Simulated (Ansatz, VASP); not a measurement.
# TaN in VASP and in Ansatz

```xyz
6
Lattice="5.1996 0.0000 0.0000 -2.5998 4.5030 0.0000 0.0000 0.0000 2.9104" Properties=species:S:1:pos:R:3 pbc="T T T"
Ta    0.0000    3.0020    1.4552
Ta    2.5998    1.5010    1.4552
Ta    0.0000    0.0000    0.0000
N     2.0404    0.0000    0.0000
N     1.5796    2.7360    0.0000
N    -1.0202    1.7670    0.0000
```

Alike in both runs: task single point; functional r2SCAN; k mesh 12 × 12 × 12; occupations gaussian, width 0.1 eV; no spin polarisation.

```csv
,VASP,Ansatz
version,VASP 6.6.1,Ansatz 0.2.0
potentials or method,"VASP PAW PBE potentials, release 64 (Ta_pv, N)","scalar-relativistic, plane waves, PAW"
plane-wave cutoff (eV),520,500
valence electrons in the cell,48,54
```

|  | VASP | Ansatz | Ansatz less VASP |
| --- | --- | --- | --- |
| gap on the k mesh at the Fermi level (eV) | none | none | - |
| pressure (GPa) | 1.6 | 0.0 | -1.58 |
| largest component of the traceless stress (GPa) | 0.07 | 0.03 | -0.046 |

A gap of «none» marks a metal or a gap that the smearing closes. The two sets of potentials don't hold the same shells in valence.

Caveats: the PAW data sets were made with another functional, which shifts forces and pressure a little (VASP). The runs have no spin-orbit coupling, so splittings on Ta are missing.
